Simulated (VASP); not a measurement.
Input of a VASP 6.6.1 run:

Contents of INCAR:

```
SYSTEM = Rb
PREC = Accurate
ENCUT = 600
EDIFF = 1E-6
ISMEAR = 1
SIGMA = 0.1
LREAL = .FALSE.
LASPH = .TRUE.
NELM = 60
ALGO = Normal
ISIF = 3
LWAVE = .FALSE.
LCHARG = .FALSE.
METAGGA = R2SCAN
LMIXTAU = .TRUE.
LUSE_VDW = .TRUE.
IVDW_NL = 2
BPARAM = 11.95
CPARAM = 0.0093
IBRION = 2
NSW = 40
EDIFFG = -0.005
```

KPOINTS

```
regular mesh
0
G
  7 7 7
  0 0 0
```

The input POSCAR:

```
Rb
1.0
   -2.6855908299      2.6855908299      2.6855908299
    2.6855908299     -2.6855908299      2.6855908299
    2.6855908299      2.6855908299     -2.6855908299
Rb
1
Direct
    0.0000000000      0.0000000000      0.0000000000
```

Potentials or basis: VASP PAW PBE potentials, release 64 (Rb_sv).

Run with:

```console
$ cat potpaw_PBE.64/Rb_sv/POTCAR > POTCAR
$ mpirun -np 1 vasp_std > vasp.out
```

(1) What does it give for the relaxed volume?

(2) Predict the space group after relaxing (to 0.05 Å).

(3) Predict the relaxed cell.

Results:

(1) 91.67 Å³/atom.

(2) Im-3m (No. 229).

(3) a = 4.920 Å, b = 4.920 Å, c = 4.920 Å, α = 109.47°, β = 109.47°, γ = 109.47°.

Caveat: the PAW data sets were made with another functional, which shifts forces and pressure a little; pairwise dispersion overbinds metals, which lowers pressure and volume.
